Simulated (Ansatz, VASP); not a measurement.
## One calculation of KCl, two programs

```
K Cl
1.0
     3.63400    0.00000    0.00000
     0.00000    3.63400    0.00000
     0.00000    0.00000    3.63400
K Cl
1 1
Cartesian
  0.0000 0.0000 0.0000
  1.8170 1.8170 1.8170
```

Alike in both runs: task single point; functional PBE; k mesh 7 × 7 × 7; occupations fermi-dirac, width 0.01 eV; no spin polarisation.

```csv
,VASP,Ansatz
version,VASP 6.6.1,Ansatz 0.2.0
potentials or method,"VASP PAW PBE potentials, release 64 (K_sv, Cl), cutoff 520 eV","all-electron LAPW, scalar-relativistic"
```

```tsv
	VASP	Ansatz	Ansatz less VASP
gap on the k mesh at the Fermi level (eV)	5.61	5.61	+0.002
pressure (GPa)	4.5	4.5	-0.06
```

Ansatz ran all-electron here, so the differences hold the error of VASP's frozen core and of both bases.

Caveats: an odd mesh through Γ misses points on the zone boundary, where band edges often lie.
